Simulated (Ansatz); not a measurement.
# BN: an elastic constant from a strain scan

All numbers below come from Ansatz, DFT PBEsol, scalar-relativistic, plane waves, PAW. The runs took a 420 eV cutoff, a Γ-centred 12×12×4 mesh and Gaussian smearing (0.05 eV). No spin polarisation. Energies are free energies at this smearing, counted from the undisturbed cell; pressure is positive in compression.

The starting cell (relaxed at this level):

```
B N
1.0
     2.50435    0.00000    0.00000
    -1.25217    2.16883    0.00000
     0.00000    0.00000    7.01910
B N
2 2
Direct
  0.33333 0.66667 0.25000
  0.66667 0.33333 0.75000
  0.33333 0.66667 0.75000
  0.66667 0.33333 0.25000
```

The cell holds layers and no dispersion correction was added, so their binding is poorly described.

The cell is strained by ε times the Voigt pattern (0, 0, 1, 0, 0, 0) (xx, yy, zz, yz, xz, xy; engineering shear) with fractional coordinates fixed. The cell holds 4 atoms in V0 = 38.12 Å³. The stress column is τ = (1/V0) dE/dε, got from the stress tensor σ (compression positive) at each point as −det(1 + εP) σ : P(1 + εP)⁻¹, with P the pattern as a tensor.

```
      ε  ΔE (meV/atom)  τ (GPa)
-0.0400          0.672   -0.597
-0.0300          0.366   -0.422
-0.0200          0.179   -0.262
-0.0100          0.033   -0.143
 0.0000          0.000   -0.029
 0.0100          0.030    0.054
 0.0200          0.059    0.132
 0.0300          0.149    0.182
 0.0350          0.197    0.209
 0.0400              ?        ?
```

Question: Which combination of elastic constants does this scan measure, and how large is it?

Answer: For small ε, τ = τ0 + Kε with K = pᵀCp, which for this pattern is C33 in the Cartesian frame shown. The parabola through τ at ε = -0.0100, 0 and 0.0100 has slope K = 9.8 GPa at zero. The energies per cell, E = NΔE, of the wider pair ε = ±0.0300 give K = 2[E(ε₊)/ε₊ − E(ε₋)/ε₋]/[(ε₊ − ε₋)V0] = 9.6 GPa, in agreement.

Question: Predict the withheld row at ε = 0.0400 from the harmonic law, and compare.

Answer: ΔE = V0(τ0 ε + Kε²/2)/N = 0.400 meV/atom and τ = 0.36 GPa. The calculation gives 0.286 meV/atom and 0.24 GPa: the energy lies 29 % below the harmonic value, as bonds soften when stretched.

Cost: 10 runs of about 0.29 core-minutes in all, on AMD EPYC 7R43 (Zen 3) (shared hosts).